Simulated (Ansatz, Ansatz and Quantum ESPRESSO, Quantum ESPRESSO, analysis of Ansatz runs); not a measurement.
## N_i in AlN (P6_3mc): one cell, two programs (Ansatz and Quantum ESPRESSO)

How far apart do two plane-wave programs put the levels and formation energies of N_i in AlN (P6_3mc)? Both take a cell of 72 host atoms with 1 N put in.

Calculated with Ansatz and Quantum ESPRESSO; two programs on one cell.

## 1. Starting point

The cell holds 73 atoms: 36 Al and 37 N. Its edges and angles: a = 9.345 Å, b = 9.345 Å, c = 9.978 Å, α = 90.0°, β = 90.0°, γ = 120.0°. It derives from AlN (space group P6_3mc). Nearest the centre at fractional (0.667, 0.667, 0.345): N73 at 0.00 Å, Al65 at 2.03 Å, N67 at 2.03 Å, Al41 at 2.03 Å, N43 at 2.03 Å, Al33 at 2.04 Å, N35 at 2.04 Å, N68 at 2.37 Å.

As a file:

```xyz
73
Lattice="9.3450 0.0000 0.0000 -4.6725 8.0930 0.0000 0.0000 0.0000 9.9778" Properties=species:S:1:pos:R:3 pbc="T T T"
Al    1.5575    0.8992    2.4901
Al    0.0000    1.7984    4.9845
N     1.5575    0.8992    4.3946
N     0.0000    1.7984    1.9002
Al    1.5575    0.8992    7.4790
Al    0.0000    1.7984    9.9734
N     1.5575    0.8992    9.3835
N     0.0000    1.7984    6.8891
Al    0.0000    3.5969    2.4901
Al   -1.5575    4.4961    4.9845
N     0.0000    3.5969    4.3946
N    -1.5575    4.4961    1.9002
Al    0.0000    3.5969    7.4790
Al   -1.5575    4.4961    9.9734
N     0.0000    3.5969    9.3835
N    -1.5575    4.4961    6.8891
Al   -1.5575    6.2945    2.4901
Al   -3.1150    7.1938    4.9845
N    -1.5575    6.2945    4.3946
N    -3.1150    7.1938    1.9002
Al   -1.5575    6.2945    7.4790
Al   -3.1150    7.1938    9.9734
N    -1.5575    6.2945    9.3835
N    -3.1150    7.1938    6.8891
Al    4.6725    0.8992    2.4901
Al    3.1150    1.7984    4.9845
N     4.6725    0.8992    4.3946
N     3.1150    1.7984    1.9002
Al    4.6725    0.8992    7.4790
Al    3.1150    1.7984    9.9734
N     4.6725    0.8992    9.3835
N     3.1150    1.7984    6.8891
Al    3.1150    3.5969    2.4901
Al    1.5575    4.4961    4.9845
N     3.1150    3.5969    4.3946
N     1.5575    4.4961    1.9002
Al    3.1150    3.5969    7.4790
Al    1.5575    4.4961    9.9734
N     3.1150    3.5969    9.3835
N     1.5575    4.4961    6.8891
Al    1.5575    6.2945    2.4901
Al    0.0000    7.1938    4.9845
N     1.5575    6.2945    4.3946
N     0.0000    7.1938    1.9002
Al    1.5575    6.2945    7.4790
Al    0.0000    7.1938    9.9734
N     1.5575    6.2945    9.3835
N     0.0000    7.1938    6.8891
Al    7.7875    0.8992    2.4901
Al    6.2300    1.7984    4.9845
N     7.7875    0.8992    4.3946
N     6.2300    1.7984    1.9002
Al    7.7875    0.8992    7.4790
Al    6.2300    1.7984    9.9734
N     7.7875    0.8992    9.3835
N     6.2300    1.7984    6.8891
Al    6.2300    3.5969    2.4901
Al    4.6725    4.4961    4.9845
N     6.2300    3.5969    4.3946
N     4.6725    4.4961    1.9002
Al    6.2300    3.5969    7.4790
Al    4.6725    4.4961    9.9734
N     6.2300    3.5969    9.3835
N     4.6725    4.4961    6.8891
Al    4.6725    6.2945    2.4901
Al    3.1150    7.1938    4.9845
N     4.6725    6.2945    4.3946
N     3.1150    7.1938    1.9002
Al    4.6725    6.2945    7.4790
Al    3.1150    7.1938    9.9734
N     4.6725    6.2945    9.3835
N     3.1150    7.1938    6.8891
N     3.1150    5.3953    3.4424
```

Screening for the image-charge correction: ε∞ = (4.51, 4.51, 4.73) along x, y and z, ε0 = (8.19, 8.19, 9.69) along x, y and z, from a response run on this crystal (DFPT, PBEsol, ph.x of Quantum ESPRESSO) at that run's own cell.

The cell's shortest repeat is 9.3 Å.

## 2. Ansatz: the charge states

Each charge needs its own total energy at its own relaxed structure. The first state starts from small random displacements of the atoms near the defect, and the others from the structure of a charge already relaxed. A uniform background keeps charged cells neutral.

Method: plane-wave PAW DFT, PBEsol. One state in full; the table below says how the others differ.

input.yaml reads:

```yaml
crystal:
  lattice:
    - [9.3449670082, 8.62e-08, 0.0]
    - [-4.6724835787, 8.0929787835, 0.0]
    - [0.0, 0.0, 9.9778324024]
  atoms:
    - { symbol: Al, position: [0.2222222222, 0.1111111111, 0.249560765] }
    - { symbol: Al, position: [0.1111111111, 0.2222222222, 0.499560765] }
    - { symbol: "N", position: [0.2222222222, 0.1111111111, 0.440439235] }
    - { symbol: "N", position: [0.1111111111, 0.2222222222, 0.190439235] }
    - { symbol: Al, position: [0.2222222222, 0.1111111111, 0.749560765] }
    - { symbol: Al, position: [0.1111111111, 0.2222222222, 0.999560765] }
    - { symbol: "N", position: [0.2222222222, 0.1111111111, 0.940439235] }
    - { symbol: "N", position: [0.1111111111, 0.2222222222, 0.690439235] }
    - { symbol: Al, position: [0.2222222222, 0.4444444444, 0.249560765] }
    - { symbol: Al, position: [0.1111111111, 0.5555555556, 0.499560765] }
    - { symbol: "N", position: [0.2222222222, 0.4444444444, 0.440439235] }
    - { symbol: "N", position: [0.1111111111, 0.5555555556, 0.190439235] }
    - { symbol: Al, position: [0.2222222222, 0.4444444444, 0.749560765] }
    - { symbol: Al, position: [0.1111111111, 0.5555555556, 0.999560765] }
    - { symbol: "N", position: [0.2222222222, 0.4444444444, 0.940439235] }
    - { symbol: "N", position: [0.1111111111, 0.5555555556, 0.690439235] }
    - { symbol: Al, position: [0.2222222222, 0.7777777778, 0.249560765] }
    - { symbol: Al, position: [0.1111111111, 0.8888888889, 0.499560765] }
    - { symbol: "N", position: [0.2222222222, 0.7777777778, 0.440439235] }
    - { symbol: "N", position: [0.1111111111, 0.8888888889, 0.190439235] }
    - { symbol: Al, position: [0.2222222222, 0.7777777778, 0.749560765] }
    - { symbol: Al, position: [0.1111111111, 0.8888888889, 0.999560765] }
    - { symbol: "N", position: [0.2222222222, 0.7777777778, 0.940439235] }
    - { symbol: "N", position: [0.1111111111, 0.8888888889, 0.690439235] }
    - { symbol: Al, position: [0.5555555556, 0.1111111111, 0.249560765] }
    - { symbol: Al, position: [0.4444444444, 0.2222222222, 0.499560765] }
    - { symbol: "N", position: [0.5555555556, 0.1111111111, 0.440439235] }
    - { symbol: "N", position: [0.4444444444, 0.2222222222, 0.190439235] }
    - { symbol: Al, position: [0.5555555556, 0.1111111111, 0.749560765] }
    - { symbol: Al, position: [0.4444444444, 0.2222222222, 0.999560765] }
    - { symbol: "N", position: [0.5555555556, 0.1111111111, 0.940439235] }
    - { symbol: "N", position: [0.4444444444, 0.2222222222, 0.690439235] }
    - { symbol: Al, position: [0.5545586339, 0.4488915521, 0.2512936856] }
    - { symbol: Al, position: [0.4405422878, 0.5568067999, 0.5020302962] }
    - { symbol: "N", position: [0.5557118118, 0.4456453796, 0.4355413475] }
    - { symbol: "N", position: [0.4406759677, 0.557588244, 0.1889191596] }
    - { symbol: Al, position: [0.5555555556, 0.4444444444, 0.749560765] }
    - { symbol: Al, position: [0.4444444444, 0.5555555556, 0.999560765] }
    - { symbol: "N", position: [0.5555555556, 0.4444444444, 0.940439235] }
    - { symbol: "N", position: [0.4444444444, 0.5555555556, 0.690439235] }
    - { symbol: Al, position: [0.5595894264, 0.7757507197, 0.2498078484] }
    - { symbol: Al, position: [0.4444444444, 0.8888888889, 0.499560765] }
    - { symbol: "N", position: [0.5571548717, 0.7755134652, 0.4443371444] }
    - { symbol: "N", position: [0.4444444444, 0.8888888889, 0.190439235] }
    - { symbol: Al, position: [0.5555555556, 0.7777777778, 0.749560765] }
    - { symbol: Al, position: [0.4444444444, 0.8888888889, 0.999560765] }
    - { symbol: "N", position: [0.5555555556, 0.7777777778, 0.940439235] }
    - { symbol: "N", position: [0.4444444444, 0.8888888889, 0.690439235] }
    - { symbol: Al, position: [0.8888888889, 0.1111111111, 0.249560765] }
    - { symbol: Al, position: [0.7777777778, 0.2222222222, 0.499560765] }
    - { symbol: "N", position: [0.8888888889, 0.1111111111, 0.440439235] }
    - { symbol: "N", position: [0.7777777778, 0.2222222222, 0.190439235] }
    - { symbol: Al, position: [0.8888888889, 0.1111111111, 0.749560765] }
    - { symbol: Al, position: [0.7777777778, 0.2222222222, 0.999560765] }
    - { symbol: "N", position: [0.8888888889, 0.1111111111, 0.940439235] }
    - { symbol: "N", position: [0.7777777778, 0.2222222222, 0.690439235] }
    - { symbol: Al, position: [0.8888888889, 0.4444444444, 0.249560765] }
    - { symbol: Al, position: [0.773105781, 0.5558090842, 0.4973540966] }
    - { symbol: "N", position: [0.8888888889, 0.4444444444, 0.440439235] }
    - { symbol: "N", position: [0.7787326546, 0.5580991322, 0.1949962948] }
    - { symbol: Al, position: [0.8888888889, 0.4444444444, 0.749560765] }
    - { symbol: Al, position: [0.7777777778, 0.5555555556, 0.999560765] }
    - { symbol: "N", position: [0.8888888889, 0.4444444444, 0.940439235] }
    - { symbol: "N", position: [0.7777777778, 0.5555555556, 0.690439235] }
    - { symbol: Al, position: [0.8924972978, 0.7837372883, 0.2483777364] }
    - { symbol: Al, position: [0.7783554815, 0.8933374811, 0.4964440983] }
    - { symbol: "N", position: [0.8921229646, 0.7834233838, 0.4424378413] }
    - { symbol: "N", position: [0.7823629019, 0.8904745775, 0.1871464953] }
    - { symbol: Al, position: [0.8888888889, 0.7777777778, 0.749560765] }
    - { symbol: Al, position: [0.7777777778, 0.8888888889, 0.999560765] }
    - { symbol: "N", position: [0.8888888889, 0.7777777778, 0.940439235] }
    - { symbol: "N", position: [0.7777777778, 0.8888888889, 0.690439235] }
    - { symbol: "N", position: [0.6647885158, 0.6638602252, 0.3494418999] }
total_charge: -3
basis:
  ecutwfc: 420
  xc_grid: 2
hamiltonian:
  xc: pbesol
  pseudopotentials: { kind: paw, azcp: { folder: soft_1 }, xc_functional: pbe }
kpoints:
  mp_grid: { grid: [1, 1, 1], shift: [0.25, 0.25, 0.25] }
scf:
  occupations: { method: fixed }
  max_iter: 100
output:
  forces: true
  eigenvalues: unsolved
  write_density: true
  write_potential: true
  volumetric_format: npy
relax:
  f_tol: 0.02
  max_steps: 70
```

Started as:

```sh
$ ansatz run input.yaml --threads 8 --pin off --max-ram 16015MiB --backend cpu --events-out ev --progress --plain --runs-dir out
```

Numbers of over 12 decimals in the logs are rounded to 6 here.

The log of the run:

```text
[... repeated set-up lines and file paths are left out, and long positions are rounded to six places ...]
settings of this run that can trade accuracy for cost: output.eigenvalues: unsolved. Do not mix this run's numbers with those of runs without the same settings; the input reference describes each key
The last accepted step is kept in <dir> (removed where the run ends without a failure and the disk answers)
Engine: ansatz 0.2.0, aarch64-unknown-linux-gnu
Pseudopotentials: kind: paw
Pseudopotential: Al, paw, valence charge 3, recommended cutoff 420 eV (normal), soft_1/Al.paw.azcp
Pseudopotential: N, paw, valence charge 5, recommended cutoff 420 eV (normal), soft_1/N.paw.azcp
Functional definition: PBEsol
  exchange = pbesol_x
  correlation = pbesol_c
Crystal: 73 atoms, lattice volume = 754.610 Å³
Basis set: ecut = 420 eV, 14781 PW (Γ), exchange–correlation on 128×128×144 points (8 copies of the dense FFT grid, shifted against one another)
[...]
atoms:
    - { symbol: Al, position: [0.223100, 0.110530, 0.250183] }
    - { symbol: Al, position: [0.111939, 0.221795, 0.495943] }
    [... 30 atoms left out ...]
    - { symbol: Al, position: [0.564698, 0.462930, 0.263208] }
    [... 1 atom left out ...]
    - { symbol: N, position: [0.539155, 0.411523, 0.457959] }
    [... 5 atoms left out ...]
    - { symbol: Al, position: [0.564575, 0.769254, 0.262822] }
    [... 1 atom left out ...]
    - { symbol: N, position: [0.538842, 0.795176, 0.457085] }
    [... 14 atoms left out ...]
    - { symbol: Al, position: [0.767849, 0.565587, 0.486985] }
    [... 1 atom left out ...]
    - { symbol: N, position: [0.782783, 0.550660, 0.179383] }
    [... 4 atoms left out ...]
    - { symbol: Al, position: [0.870805, 0.768906, 0.263173] }
    - { symbol: Al, position: [0.767485, 0.868504, 0.486574] }
    - { symbol: N, position: [0.922075, 0.794111, 0.458130] }
    [... 5 atoms left out ...]
    - { symbol: N, position: [0.666455, 0.667344, 0.359786] }
settings of this run that can trade accuracy for cost: output.eigenvalues: unsolved. Do not mix this run's numbers with those of runs without the same settings; the input reference describes each key
[key lines of the parts left out:]
SCF converged after 5 iterations
Free energy (F): -32959.941932 eV
Fermi energy:    8.877664 eV
```

Run time: 29 s. Hardware: 8 threads of Arm Neoverse V2, shared host; peak memory 1.1 GiB; 3.5 min of CPU time.

The runs, on 8 threads of Arm Neoverse V2, shared host:

```
charge  moment held (μB)                k-points   occupations        outcome  force calls  largest force component (eV/Å)  time
    −3           no spin  one point at (¼, ¼, ¼)         fixed      converged            8                          0.0082  29 s
    −1           no spin  one point at (¼, ¼, ¼)         fixed  not converged            -                               -  23 s
    −1           no spin  one point at (¼, ¼, ¼)  0.01 eV wide      converged           16                           0.019  61 s
    +1           no spin  one point at (¼, ¼, ¼)         fixed  not converged            -                               -  23 s
    +1           no spin  one point at (¼, ¼, ¼)  0.01 eV wide      converged           10                           0.016  38 s
    −3                 2  one point at (¼, ¼, ¼)         fixed      converged            9                           0.016  77 s
    −2                 1  one point at (¼, ¼, ¼)         fixed      converged           10                          0.0081  76 s
     0                 1  one point at (¼, ¼, ¼)         fixed      converged            7                           0.019  54 s
```

[end of part 1 of 2]

[Logs are printed without paths, hosts, clocks, repeated set-up lines and the standing remarks that a program may print on its own settings, such as how far it seeks lower states.]

[Hosts, paths, dates, database ids (printed as entryN), source tags and the programs' standing remarks are cut or masked in the printed files.]

[Where a table of states has a column of steps, it counts the stored structures, which are thinned; the runs took as many ionic steps or more.]

[For some hosts the program warned that the k-mesh of the response run may be too coarse for force constants and the static dielectric constant; such warnings are not shown here.]
